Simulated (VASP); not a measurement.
Wanted: the native input for a VASP 6.6.1 run.

```
Task                   : single point
Functional             : RPBE
Potentials or basis    : VASP PAW PBE potentials, release 64 (Cu)
Cutoff                 : 520 eV
k mesh                 : 11 × 11 × 11
Occupations            : fermi-dirac, width 0.1 eV
Spin                   : no spin polarisation
Dipole correction      : no
Further INCAR settings : ALGO = Normal; EDIFF = 1e-06; NBANDS = 18
```

The structure of Cu lies in POSCAR:

```
Cu
1.0
    0.0000000000      2.7932498876      2.7932498876
    2.7932498876      0.0000000000      2.7932498876
    2.7932498876      2.7932498876      0.0000000000
Cu
2
Direct
    0.1250000000      0.1250000000      0.1250000000
    0.8750000000      0.8750000000      0.8750000000
```

This isn't the form of Cu at room conditions, which is fcc.

The input as run:

INCAR

```
SYSTEM = Cu
  ALGO = Normal
  EDIFF = 1E-6
  ENCUT = 520
  GGA = RP
  ISIF = 2
  ISMEAR = -1
  LASPH = .TRUE.
  LCHARG = .FALSE.
  LREAL = .FALSE.
  LWAVE = .FALSE.
  NBANDS = 18
  NELM = 60
  PREC = Accurate
  SIGMA = 0.1
```

KPOINTS

```
k-points
0
G
  11 11 11
  0 0 0
```

Potentials or basis: VASP PAW PBE potentials, release 64 (Cu).

Run with:

```console
$ cat potpaw_PBE.64/Cu/POTCAR > POTCAR
$ mpirun -np 1 vasp_std > vasp.out
```

It gave:

The pressure is -2.8 GPa and the band gap on the k mesh is none (metal or under the smearing width).

Caveat: the PAW data sets were made with another functional, which shifts forces and pressure a little.

It took 62 s on 1 thread of Intel(R) Xeon(R) Platinum 8175M CPU @ 2.50GHz (Skylake/Cascade Lake), with other jobs on the host, peak memory 0.18 GiB.
